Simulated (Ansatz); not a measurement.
Given:

GeTe (alpha-GeTe type, space group R3m)

```xyz
4
Lattice="4.2271 2.4405 7.2801 -2.1136 1.2203 3.6400 0.0000 -2.4405 3.6400" Properties=species:S:1:pos:R:3 pbc="T T T"
Ge     0.0000     0.0000     2.5580
Ge     2.1136     1.2203     6.1980
Te     0.0000     0.0000     8.3621
Te     2.1136     1.2203    12.0021
```

In this cell atom 3 (Te, nearest neighbour Ge at 2.852 Å; its periodic images, 4.2 Å or more away, move with it) is moved by s along Cartesian [111], unit vector (0.577, 0.577, 0.577); all other atoms and the cell stay fixed.

All values below come from PBE (plane waves to 420 eV, PAW, scalar-relativistic; Ansatz, a program for electronic structure). k mesh 4×8×8 (Γ-centred), Fermi-Dirac smearing 0.05 eV. The energy includes the smearing's −TS. GeTe was relaxed with its symmetry unable to fall. Spin-orbit coupling is left out, though Te is heavy. The PAW data are Ansatz's earlier set. The zero of ΔE is the undisplaced structure.

The scan covers s from -0.570 to 0.570 Å in 11 points.

Q: Is this a single well or a double well?

A: A single well with its minimum at or next to zero displacement.

Q: Is the energy the same for displacements of ±0.570 Å, and if not, which side lies higher?

A: Not even: the positive side lies higher at ±0.570 Å. With its periodic images moving along, the atom's site symmetry in this cell is m.

Q: What is the energy change at s = 0.570 Å?

A: 887 meV/cell.

Q: What force acts on the atom along the line at s = -0.570 Å?

A: 1.64 eV/Å.

Q: What is the force constant k = d²E/ds² of this move at s = 0?

A: 4.07 eV/Å².

(A displaced cell: forces are minus the slopes of the energy, force constants its curvatures, and phonons follow from these.)
